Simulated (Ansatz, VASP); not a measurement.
# One calculation of MoS2, two programs

Contents of INCAR:

```
  PREC = Accurate
  ENCUT = 520
  EDIFF = 1E-6
  ISMEAR = 0
  SIGMA = 0.05
  LREAL = False
  LASPH = True
  NELM = 60
  ALGO = Normal
  ISIF = 2
  LWAVE = False
  LCHARG = False
  GGA = PE
  IVDW = 12
  NBANDS = 49
```

Contents of KPOINTS:

```
Automatic mesh
0
Gamma
  10 10 2
```

File POSCAR:

```
MoS2
1.0
   -1.5764743774     -2.7305337185      0.0000000000
    1.5764743774     -2.7305337185      0.0000000000
    0.0000000000      0.0000000000     23.9896049492
Mo S
3 6
Direct
    1.0000000000      1.0000000000      0.6249351760
    0.3333333333      0.3333333333      0.1250073952
    0.6666666667      0.6666666667      0.3749712856
    1.0000000000      1.0000000000      0.4401182657
    0.3333333333      0.3333333333      0.6900821562
    0.6666666667      0.6666666667      0.1901543753
    1.0000000000      1.0000000000      0.3097604538
    0.3333333333      0.3333333333      0.5597243443
    0.6666666667      0.6666666667      0.0597965634
```

Input for Ansatz:

```yaml
crystal:
  lattice:
    - [-1.5764743774, -2.7305337185, 0.0]
    - [1.5764743774, -2.7305337185, 0.0]
    - [0.0, 0.0, 23.9896049492]
  atoms:
    - { symbol: Mo, position: [1.0, 1.0, 0.624935176] }
    - { symbol: Mo, position: [0.3333333333, 0.3333333333, 0.1250073952] }
    - { symbol: Mo, position: [0.6666666667, 0.6666666667, 0.3749712856] }
    - { symbol: S, position: [1.0, 1.0, 0.4401182657] }
    - { symbol: S, position: [0.3333333333, 0.3333333333, 0.6900821562] }
    - { symbol: S, position: [0.6666666667, 0.6666666667, 0.1901543753] }
    - { symbol: S, position: [1.0, 1.0, 0.3097604538] }
    - { symbol: S, position: [0.3333333333, 0.3333333333, 0.5597243443] }
    - { symbol: S, position: [0.6666666667, 0.6666666667, 0.0597965634] }
basis:
  ecutwfc: 420
kpoints:
  mp_grid: { grid: [10, 10, 2] }
hamiltonian:
  xc: pbe
  dispersion: d3bj
scf:
  occupations: { method: gaussian, width: 0.05 }
output:
  forces: true
  stress: true
  eigenvalues: true
```

Alike in both runs: task single point; functional PBE; dispersion D3(BJ); k mesh 10 × 10 × 2; occupations gaussian, width 0.05 eV; no spin polarisation.

|  | VASP | Ansatz |
| --- | --- | --- |
| version | VASP 6.6.1 | Ansatz 0.2.0 |
| potentials or method | VASP PAW PBE potentials, release 64 (Mo_sv, S) | scalar-relativistic, plane waves, PAW |
| plane-wave cutoff (eV) | 520 | 420 |
| valence electrons in the cell | 78 | 78 |

|  | VASP | Ansatz | Ansatz less VASP |
| --- | --- | --- | --- |
| gap on the k mesh at the Fermi level (eV) | 1.02 | 1.00 | -0.017 |
| least direct gap on the mesh (eV) | 1.88 | 1.88 | -0.003 |
| rms of the force components (eV/Å) | 0.020 | 0.023 | +0.0027 |

Atom by atom the forces differ by 0.006 eV/Å (rms over components).
